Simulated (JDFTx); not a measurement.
Molecule: SiS (silylene, thioxo-), in a box.

```
Si S
1.0
     9.00000    0.00000    0.00000
     0.00000    9.00000    0.00000
     0.00000    0.00000   11.00000
Si S
1 1
Direct
  0.50144 0.50233 0.41539
  0.50144 0.50233 0.59079
```

Program: JDFTx 1.7.0 (patched build). Alike in all runs: task single point; no spin polarisation; cell as given; k mesh 1 × 1 × 1. Hardware: 1 thread of Arm Neoverse V2, with other jobs on the host.

Task: Order these runs on this cell by their wall time, lowest first.
A. level LDA; potentials or basis PseudoDojo-SR-LDA-0.4.1-standard with smoothed tails; cutoff (eV) 735; smearing fixed; density cutoff over wavefunction cutoff 4; SCF threshold on the energy 1e-07 Ha; solver of the electrons minimize; further solve for the empty bands no
B. level PBE; potentials or basis PseudoDojo-SR-PBE-0.5-standard with smoothed tails; cutoff (eV) 707; smearing fermi-dirac 0.05 eV; density cutoff over wavefunction cutoff 8; SCF threshold on the energy 1e-09 Ha; solver of the electrons scf; further solve for the empty bands yes
C. level PBE; potentials or basis PseudoDojo-SR-PBE-0.5-standard with smoothed tails; cutoff (eV) 707; smearing fixed; density cutoff over wavefunction cutoff 4; SCF threshold on the energy 1e-07 Ha; solver of the electrons minimize; further solve for the empty bands no; coulomb boundary Isolated

Result: A (11 s), C (24 s), B (79 s).
